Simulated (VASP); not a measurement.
# KMgF3 (P4/mmm) in VASP: a series of runs, part 2 of 2

VASP 6.6.1.

## Step 4: Single point, PBE

This run uses another cell than the first one, of the same volume but with other edges.

INCAR

```
  PREC = Accurate
  ENCUT = 520
  EDIFF = 1E-6
  ISMEAR = 0
  SIGMA = 0.05
  LREAL = F
  LASPH = T
  NELM = 100
  ALGO = Normal
  ISIF = 2
  LWAVE = F
  LCHARG = F
  GGA = PE
  NBANDS = 24
```

KPOINTS

```
regular mesh
0
Gamma
  6 6 6
```

POSCAR

```
KMgF3
1.0
    4.3300694743      0.0000000000      0.0000000000
    0.0000000000      4.3300694743      0.0000000000
    0.0000000000      0.0000000000      3.3774541900
K Mg F
1 1 3
Direct
    0.5000000000      0.5000000000      0.5000000000
    0.0000000000      0.0000000000      0.0000000000
    0.5000000000      0.0000000000      0.0000000000
    0.0000000000      0.5000000000      0.0000000000
    0.0000000000      0.0000000000      0.5000000000
```

Launch:

```sh
> cat potpaw_PBE.64/K_sv/POTCAR potpaw_PBE.64/Mg/POTCAR potpaw_PBE.64/F/POTCAR > POTCAR
> mpirun -np 1 vasp_std > vasp.out
```

Run time: 67 s. Hardware: 1 thread of AMD EPYC 7R43 (Zen 3), shared host; peak memory 0.17 GiB.

It converged, with:

```yaml
Free_energy: -23.2455 eV
Pressure: 12.0 GPa
Band_gap_on_the_k_mesh: 7.19 eV, indirect (least direct gap 7.23 eV)
```

Stress tensor (GPa, compression positive):
```
-2.32  0.00  0.00
 0.00 -2.32  0.00
 0.00  0.00 40.61
```

Levels at points of the mesh, in eV from the valence-band top:
| k point | band 13 | band 14 | band 15 | band 16 | band 17 | band 18 | band 19 | band 20 |
| --- | --- | --- | --- | --- | --- | --- | --- | --- |
| (0.00, 0.00, 0.00) | -0.18 | -0.18 | -0.08 | -0.04 | 7.19 | 9.64 | 10.75 | 11.06 |
| (0.50, 0.00, 0.00) | -0.48 | -0.42 | -0.19 | -0.16 | 9.62 | 10.07 | 10.66 | 11.81 |
| (0.50, 0.50, 0.00) | -0.74 | -0.30 | -0.30 | -0.12 | 10.60 | 10.63 | 11.95 | 11.95 |
| (0.00, 0.00, 0.50) | -1.06 | -0.75 | -0.41 | -0.41 | 10.71 | 10.97 | 12.38 | 12.38 |
| (0.50, 0.00, 0.50) | -0.81 | -0.58 | -0.47 | -0.13 | 10.58 | 12.23 | 12.32 | 12.33 |
| (0.50, 0.50, 0.50) | -0.68 | -0.02 | 0.00 | 0.00 | 10.13 | 10.13 | 10.50 | 12.77 |

A k mesh can miss the band edges. PBE gaps usually lie below the measured ones, often by a third to a half.

## Step 5: Single point, PBE

This run uses another cell than the first one, of the same volume but with other edges.

INCAR

```
SYSTEM = KMgF3
ALGO = Fast
EDIFF = 1E-6
ENCUT = 520
GGA = PE
ISIF = 2
ISMEAR = 0
LASPH = .True.
LCHARG = .True.
LELF = .True.
LREAL = .False.
LVHAR = .True.
LWAVE = .False.
NBANDS = 24
NELM = 100
PREC = Accurate
SIGMA = 0.05
```

KPOINTS

```
k-points
0
Gamma
  6 6 6
  0 0 0
```

POSCAR: that of step 4 with these lines changed.

```diff
@@ -2,5 +2,5 @@
 1.0
-    4.3300694743      0.0000000000      0.0000000000
-    0.0000000000      4.3300694743      0.0000000000
-    0.0000000000      0.0000000000      3.3774541900
+    4.4742467105      0.0000000000      0.0000000000
+    0.0000000000      4.4742467105      0.0000000000
+    0.0000000000      0.0000000000      3.1632924243
 K Mg F
```

Potentials or basis: VASP PAW PBE potentials, release 64 (K_sv, Mg, F).

Launch:

```sh
> cat potpaw_PBE.64/K_sv/POTCAR potpaw_PBE.64/Mg/POTCAR potpaw_PBE.64/F/POTCAR > POTCAR
> mpirun -np 1 vasp_std > vasp.out
```

OUTCAR:

```text
SYSTEM = KMgF3
   EDIFF = 1E-6
   ENCUT = 520
   GGA = PE
   ISIF = 2
   ISMEAR = 0
   LASPH = .True.
   LREAL = .False.
   NELM = 100
   PREC = Accurate

 ion  position               nearest neighbor table
   1  0.500  0.500  0.500-   3 2.74   4 2.74   3 2.74   4 2.74   3 2.74   3 2.74   4 2.74   4 2.74
                             2 3.54   2 3.54   2 3.54   2 3.54   2 3.54   2 3.54   2 3.54   2 3.54
   2  0.000  0.000  0.000-   5 1.58   5 1.58   3 2.24   4 2.24   4 2.24   3 2.24   1 3.54   1 3.54
                             1 3.54   1 3.54   1 3.54   1 3.54   1 3.54   1 3.54
   3  0.500  0.000  0.000-   2 2.24   2 2.24   1 2.74   1 2.74   1 2.74   1 2.74
   4  0.000  0.500  0.000-   2 2.24   2 2.24   1 2.74   1 2.74   1 2.74   1 2.74
   5  0.000  0.000  0.500-   2 1.58   2 1.58

  LATTYP: Found a simple tetragonal cell.
 ALAT       =     4.4742467105
 C/A-ratio  =     0.7070000000

  Lattice vectors:

 A1 = (   4.4742467105,   0.0000000000,   0.0000000000)
 A2 = (   0.0000000000,   4.4742467105,   0.0000000000)
 A3 = (   0.0000000000,   0.0000000000,   3.1632924243)

Analysis of symmetry for initial positions (statically):
=====================================================================
 Subroutine PRICEL returns:
 Original cell was already a primitive cell.

 Routine SETGRP: Setting up the symmetry group for a
 simple tetragonal supercell.

 Subroutine GETGRP returns: Found 16 space group operations
 (whereof 16 operations were pure point group operations)
 out of a pool of 16 trial point group operations.

The static configuration has the point symmetry D_4h.

Analysis of symmetry for dynamics (positions and initial velocities):
=====================================================================
 Subroutine PRICEL returns:
[... 134 lines left out ...]
     AMIX     =   0.40;   BMIX     =  1.00
     AMIX_MAG =   1.60;   BMIX_MAG =  1.00
  volume/ion in A,a.u.               =      12.67        85.47
  Fermi-wavevector in a.u.,A,eV,Ry     =   1.303962  2.464132 23.134232  1.700318
  Thomas-Fermi vector in A             =   2.434930
   LORBIT       =      0    0 simple, 1 ext, 2 COOP (PROOUT), +10 PAW based schemes
   GGA     = PE    functional components
   LHFCALC =     F    Hartree Fock is set to
   AEXX    =    0.0000 exact exchange contribution
   IVDW    =     0    specifies the selected vdW correction
   LEPSILON=     F    determine dielectric tensor
   LRPA    =     F    only Hartree local field effects (RPA)
 non-spin polarized calculation
 RMM-DIIS sequential band-by-band and
 Gauss-broadening in eV      SIGMA  =   0.05
  energy-cutoff  :      520.00
  volume of cell :       63.33
 maximum number of plane-waves:      1744
 NGX is ok and might be reduce to    36

 number of electron      31.9999967 magnetization

 Free energy of the ion-electron system (eV)
  ---------------------------------------------------
  ext. energy  EPLUGINS =         0.00000000
  ---------------------------------------------------
  free energy    TOTEN  =       -21.72070473 eV

  energy without entropy =      -21.72070473  energy(sigma->0) =      -21.72070473

 E-fermi :  -1.1503     XC(G=0):  -9.6410

 val. band max:       -1.3605919470   @ k =   0.0000   0.0000   0.0000
 cond. band min:       5.4612578197   @ k =   0.0000   0.0000   0.0000
 fundamental gap:      6.8218497667
 Fermi energy:        -1.1502979644

 k-point     1 :       0.0000    0.0000    0.0000
  band No.  band energies     occupation
      1     -27.4643      2.00000
      2     -23.2364      2.00000
      3     -20.6092      2.00000
      4     -20.5206      2.00000
      5     -11.0033      2.00000
      6     -11.0033      2.00000
[... 637 lines left out ...]
     23      11.6320      0.00000
     24      14.0367      0.00000

 [... further k-points ...]

------------------------ aborting loop because EDIFF is reached ----------------------------------------

  FORCE on cell =-STRESS in cart. coord.  units (eV):
  Direction    XX          YY          ZZ          XY          YZ          ZX
  --------------------------------------------------------------------------------------
  -------------------------------------------------------------------------------------
  Total       -1.5584042     -1.5584042     28.9321682      0.0000000      0.0000000      0.0000000
  in kB      -39.4286125    -39.4286125    732.0021678      0.0000000      0.0000000      0.0000000
  external PRESSURE =     217.7149809 kB  Pullay stress =       0.0000000 kB

 VOLUME and BASIS-vectors are now :
 -----------------------------------------------------------------------------
  energy-cutoff  :      520.00
  volume of cell :       63.33
      direct lattice vectors                 reciprocal lattice vectors
     4.474246711  0.000000000  0.000000000     0.223501310  0.000000000  0.000000000
     0.000000000  4.474246711  0.000000000     0.000000000  0.223501310  0.000000000
     0.000000000  0.000000000  3.163292424     0.000000000  0.000000000  0.316126322

 POSITION                                       TOTAL-FORCE (eV/Angst)
 -----------------------------------------------------------------------------------
      2.23712      2.23712      1.58165         0.000000      0.000000      0.000000
      0.00000      0.00000      0.00000         0.000000      0.000000      0.000000
      2.23712      0.00000      0.00000         0.000000      0.000000      0.000000
      0.00000      2.23712      0.00000         0.000000      0.000000      0.000000
      0.00000      0.00000      1.58165         0.000000      0.000000      0.000000
 -----------------------------------------------------------------------------------
    total drift:                                0.000000      0.000000     -0.000000

  FREE ENERGIE OF THE ION-ELECTRON SYSTEM (eV)
  ---------------------------------------------------
  free  energy   TOTEN  =       -21.7207047268 eV

  energy  without entropy=      -21.7207047268  energy(sigma->0) =      -21.72070473
```

OSZICAR:

```text
N       E                     dE             d eps       ncg     rms          rms(c)
DAV:   1     0.230396574934E+03    0.23040E+03   -0.17590E+04  1944   0.128E+03
DAV:   2    -0.125909671333E+02   -0.24299E+03   -0.23414E+03  2464   0.349E+02
DAV:   3    -0.239906068055E+02   -0.11400E+02   -0.11349E+02  2712   0.706E+01
DAV:   4    -0.244258331030E+02   -0.43523E+00   -0.43516E+00  2544   0.897E+00
DAV:   5    -0.244327905372E+02   -0.69574E-02   -0.69573E-02  2584   0.915E-01    0.101E+01
RMM:   6    -0.217263187308E+02    0.27065E+01   -0.79763E+00  2206   0.162E+01    0.387E+00
RMM:   7    -0.217257051919E+02    0.61354E-03   -0.51570E-01  2429   0.398E+00    0.261E+00
RMM:   8    -0.217189682197E+02    0.67370E-02   -0.69635E-02  2428   0.222E+00    0.484E-01
RMM:   9    -0.217200792361E+02   -0.11110E-02   -0.12716E-02  2630   0.801E-01    0.163E-01
RMM:  10    -0.217208654701E+02   -0.78623E-03   -0.70931E-03  2606   0.496E-01    0.182E-01
RMM:  11    -0.217205990624E+02    0.26641E-03   -0.17761E-03  2709   0.249E-01    0.322E-02
RMM:  12    -0.217206682447E+02   -0.69182E-04   -0.76512E-04  2829   0.146E-01    0.259E-02
RMM:  13    -0.217206858787E+02   -0.17634E-04   -0.24742E-04  2827   0.657E-02    0.568E-03
RMM:  14    -0.217206971204E+02   -0.11242E-04   -0.88104E-05  2707   0.326E-02    0.383E-03
RMM:  15    -0.217207019951E+02   -0.48747E-05   -0.36089E-05  2481   0.214E-02    0.207E-03
RMM:  16    -0.217207038983E+02   -0.19032E-05   -0.13587E-05  2175   0.125E-02    0.475E-04
RMM:  17    -0.217207047268E+02   -0.82858E-06   -0.63194E-06  1811   0.780E-03
   1 F= -.21720705E+02 E0= -.21720705E+02  d E =-.432532E-11
```

It took 1.8 min on 1 thread of AMD EPYC 7R43 (Zen 3), shared host; peak memory 0.17 GiB.

What came out:

| Property | Result |
| --- | --- |
| Free energy | -21.7207 eV |
| Pressure | 21.8 GPa |
| Band gap on the k mesh | 6.82 eV, direct |

Caveat: so large a pressure means that the cell lies far from this level's equilibrium, or that cutoff or potentials fall short. A k mesh can miss the band edges.
